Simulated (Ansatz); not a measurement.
C:

```xyz
2
Lattice="0.0000 1.7834 1.7834 1.7834 0.0000 1.7834 1.7834 1.7834 0.0000" Properties=species:S:1:pos:R:3 pbc="T T T"
C     2.6751    2.6751    2.6751
C     1.7834    1.7834    1.7834
```

This isn't the form of C at room conditions, which is graphite.

Program: Ansatz 0.2.0. Alike in all runs: task projected density of states; potentials or basis Ansatz PAW; no spin polarisation; cell as given; k mesh 7 × 7 × 7; smearing fermi-dirac 0.05 eV; the mesh is coarse, so values aren't converged.

Question: Order these runs on this cell by their band gap on the k mesh, lowest first.
A. level PBEsol; cutoff (eV) 420
B. level r2SCAN; cutoff (eV) 500
C. level HSE06; cutoff (eV) 420
D. level r2SCAN0; cutoff (eV) 500

Answer: A (4.13 eV), B (4.49 eV), C (5.41 eV), D (6.27 eV).

Caveats: all runs use coarse meshes; odd divisions of the mesh miss points on the zone boundary, where band edges often lie, so the gap on the mesh can be too wide; the density of states is complete only up to the lowest level of the last band computed.

A k mesh can miss the band edges.

Runs at the PBE level aren't shown here.
